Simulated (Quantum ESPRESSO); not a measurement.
## Na under changes of volume

One of the cells (39.256 Å³/atom); the others are scaled copies at fixed shape and fractional positions:

```xyz
1
Lattice="-2.1410 2.1410 2.1410 2.1410 -2.1410 2.1410 2.1410 2.1410 -2.1410" Properties=species:S:1:pos:R:3 pbc="T T T"
Na    0.0000    0.0000    0.0000
```

- Program: Quantum ESPRESSO 7.5
- Functional: PBE
- Potentials or basis: SSSP 1.3 efficiency PBE
- Cutoff: 748 eV
- Density cutoff: 5987 eV
- k mesh: 9 × 9 × 9
- Occupations: fermi-dirac, width 0.05 eV
- Spin: no spin polarisation

```tsv
volume (Å³/atom)	energy over the lowest point (meV/atom)	pressure (GPa)
36.901	0.00	0.0
37.686	0.31	-0.1
38.471	1.37	-0.3
39.256	?	?
40.041	5.43	-0.5
40.827	8.32	-0.6
41.612	11.71	-0.7
```

What does the run at 39.256 Å³/atom give?

Energy over the lowest point 3.10 meV/atom; pressure -0.4 GPa.

Worked out: A Birch-Murnaghan fit of order 3 (a polynomial in V^(-2/3)) to the other rows has its minimum at 36.98 Å³/atom with B0 = V·E''(V) = 7.8 GPa and B' = 3.7. It gives 3.09 meV/atom at 39.256 Å³/atom, against the run's 3.10, and -dE/dV = -0.4 GPa, against -0.4.

Energies are extrapolated to zero smearing.
